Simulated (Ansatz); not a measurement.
The geometry is COD entry 9008834, unchecked; take it as a test cell. The listed cell was then made from it by scaling, straining or moving an atom.

BN: DFT, PBEsol, PAW with Ansatz's default frozen-core files, scalar-relativistic (Ansatz 0.2.0). What sets it apart from a plain run of this crystal: equal xy, yz and zx engineering shear strains of -3 %.

Command: `ansatz run input.yaml --threads 1 --pin off --max-ram 3072MiB --backend cpu --events-out ev --progress --plain --runs-dir out` The run took 2.5 s on 1 thread of Intel(R) Xeon(R) 6975P-C (Granite Rapids), with other jobs on the host, peak memory 0.39 GiB.

```yaml
crystal:
  lattice:
    - [-0.054225, 1.7803875, 1.7803875]
    - [1.7803875, -0.054225, 1.7803875]
    - [1.7803875, 1.7803875, -0.054225]
  atoms:
    - { symbol: B, position: [0.0, 0.0, 0.0] }
    - { symbol: "N", position: [0.75, 0.75, 0.75] }
kpoints:
  mp_grid: { grid: [13, 13, 13] }
scf:
  occupations: { method: fermi_dirac, width: 0.03 }
hamiltonian:
  xc: pbesol
  pseudopotentials: { kind: paw }
output:
  forces: true
  stress: true
  eigenvalues: true
  efg: { contact_densities: true }
  write_density: true
  write_potential: true
  elf: true
  volumetric_format: npy
```

Output (standing set-up lines are left out):

```
Crystal: 2 atoms, lattice volume = 11.802 Å³
Basis set: ecut = 420 eV, 253 PW (Γ), exchange–correlation on 36×36×36 points (8 copies of the dense FFT grid, shifted against one another)
Symmetry: 6 space group operations
Space group: R3m (ITA 160), of the structure as read, at distance tolerance 2.3e-5 Å
k-points: 231 of 2197 (time reversal used)
SCF iter   1: F=—  HF=-533.792059 eV  |F-HF|=—  |Δ(HF+E_count)|=         —  Δρ=9.18e-3  dr2=7.56e-3  ethr=1.77e-3  ⟨swp⟩=4.4  Hψ=11689  notcnv=0
preconditioner: auto → none  [insulator: Δε(μ)=4.151 eV  Ē_g=19.923 eV  σ=0.030 eV  W_gap=1.00  n_scr=0 (ndim 8)  ℏωp=30.6 eV  f_vac=0.000  D(μ)=0.00/eV (n_scr^D=0)  ε∞_Penn≈3.4]
SCF iter   2: F=—  HF=-533.789776 eV  |F-HF|=—  |Δ(HF+E_count)|=   2.28e-3  Δρ=2.66e-3  dr2=6.27e-4  ethr=9.46e-5  ⟨swp⟩=2.3  Hψ=4813  notcnv=0
SCF iter   3: F=—  HF=-533.789595 eV  |F-HF|=—  |Δ(HF+E_count)|=   1.81e-4  Δρ=9.18e-4  dr2=6.61e-5  ethr=7.84e-6  ⟨swp⟩=2.0  Hψ=2713  notcnv=0
SCF iter   4: F=—  HF=-533.789582 eV  |F-HF|=—  |Δ(HF+E_count)|=   1.30e-5  Δρ=1.80e-4  dr2=1.98e-6  ethr=8.27e-7  ⟨swp⟩=2.0  Hψ=2768  notcnv=0
iter 5 did not close the SCF: its close was put off for the readings that it lacked (scf_convergence_deferred on its scf_iter line)
SCF iter   5: F=-533.789582 eV  HF=-533.789582 eV  |F-HF|=3.16e-9  |Δ(HF+E_count)|=   9.83e-8  Δρ=1.40e-5  dr2=9.04e-9  ethr=2.48e-8  ⟨swp⟩=2.0  Hψ=2762  notcnv=0
SCF iter   6: F=-533.789582 eV  HF=-533.789582 eV  |F-HF|=3.34e-11  |Δ(HF+E_count)|=   3.96e-9  Δρ=9.62e-7  dr2=2.68e-11  ethr=1.13e-10  ⟨swp⟩=4.1  Hψ=8552  notcnv=0
SCF 1 converged in 6 iterations: F = -533.789582 eV  dr2 = 2.68e-11
  greatest PAW one-centre occupation: 0.785 electrons in one spin orbital (limit 2), on the N atom at site 1 (counted from 0), in its partial waves of l = 0
SCF converged after 6 iterations
Free energy (F): -533.789582 eV
Harris-Foulkes:  -533.789582 eV  (|F-HF|=3.34e-11)
Internal energy: -533.789582 eV  (E = F + TS)
E sigma→0 (E₀):  -533.789582 eV
Fermi energy:    13.314165 eV
--- Per-component energies (eV) ---
  E_band       = 25.980784
  E_kinetic    = 185.083906
  E_local      = -174.681882  (includes V_loc(G=0)·N_el)
  E_nonlocal   = 56.744837
  E_hartree    = 48.557274
  E_xc         = -92.687613
  E_vxc        = -115.710568  (∫ρ·V_xc dr)
  E_paw        = -198.557013  (= ΣΔE_a)
  E_vpaw       = -22.570178  (= ΣTr[D̂ρ^β])
  E_aug_tail   = 0.000097  (compensation charges beyond the density's cutoff)
  E_ewald      = -358.291997
  E_core_change = 0.042810  (= ΣΔE_core)
  E_smearing   = -0.000000  (= −TS)
  E_closure    = -0.000000  (closes the sum)
  Σ components = -533.789582   (vs F -533.789582, Δ=0.00e0)
--- Forces (eV/Å), atoms counted from 1 ---
  atom   1  B      0.12439040     0.12439040     0.12439040
  atom   2  N     -0.12439059    -0.12439059    -0.12439059
  max |Σ_I F_I| component: 1.83e-7 eV/Å
--- Stress (GPa, compression-positive) ---
       -1.655690      13.959844      13.959844
       13.959844      -1.655690      13.959844
       13.959844      13.959844      -1.655690
  P = ⅓ Tr σ = -1.6557 GPa (-16.557 kbar)
--- PAW observables at the nuclei: V_zz in 10²¹ V/m², potentials from the cell's mean, atoms counted from 1 ---
  atom   1  B  V_zz =    -0.336988   η = 0.0000   by run symmetry: allowed
            electrostatic potential = -327.593608 V   contact ρ = 481.176738 e/Å³
  atom   2  N  V_zz =    -0.954058   η = 0.0000   by run symmetry: allowed
            electrostatic potential = -517.570342 V   contact ρ = 1401.120440 e/Å³
--- Band table (eV; the first three rows and the last of 231) ---
  k-point 0: bands = ["-9.1214", "11.0986", "11.0986", "11.2208", "19.5175", "19.5175", "19.9787", "22.2131"]
  k-point 1: bands = ["-8.9796", "10.2775", "10.9597", "11.0635", "19.7446", "19.7574", "20.4241", "22.4765"]
  k-point 2: bands = ["-8.5588", "8.3595", "10.6115", "10.6810", "20.1678", "20.2999", "21.3162", "23.2829"]
  k-point 230: bands = ["-4.3958", "0.6460", "8.3240", "8.7047", "20.6692", "21.2813", "21.8013", "26.5672"]
```
